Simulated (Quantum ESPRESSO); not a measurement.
MoSe2 under changes of volume

One of the cells (20.129 Å³/atom); the others are scaled copies at fixed shape and fractional positions:

```
Mo Se
1.0
     3.28800    0.00000    0.00000
    -1.64400    2.84749    0.00000
     0.00000    0.00000   12.90000
Mo Se
2 4
Direct
  0.66667 0.33333 0.75000
  0.33333 0.66667 0.25000
  0.66667 0.33333 0.37500
  0.33333 0.66667 0.87500
  0.66667 0.33333 0.12500
  0.33333 0.66667 0.62500
```

```yaml
Program: Quantum ESPRESSO 7.5
Functional: PBEsol
Potentials_or_basis: GBRV 1.5 PBEsol
Cutoff: 612 eV
Density_cutoff: 4898 eV
k_mesh: 9 × 9 × 2
Occupations: fermi-dirac, width 0.05 eV
Spin: no spin polarisation
```

```csv
volume (Å³/atom),energy over the lowest point (meV/atom),pressure (GPa)
18.922,63.65,13.0
19.324,35.31,9.3
19.727,?,?
20.129,4.34,3.0
20.532,0.00,0.3
20.935,2.08,-2.1
21.337,9.95,-4.3
```

Q: What does the run at 19.727 Å³/atom give?

A: Energy over the lowest point 15.85 meV/atom; pressure 6.0 GPa.

Worked out: A Birch-Murnaghan fit of order 3 (a polynomial in V^(-2/3)) to the other rows has its minimum at 20.60 Å³/atom with B0 = V·E''(V) = 129 GPa and B' = 4.5 at fixed shape and positions, which overstates the stiffness. It gives 15.82 meV/atom at 19.727 Å³/atom, against the run's 15.85, and -dE/dV = 6.1 GPa, against 6.0.

Energies are extrapolated to zero smearing.

Caveats: this functional lacks dispersion, which binds the layers, so the pressure and a relaxed spacing across them are unreliable.
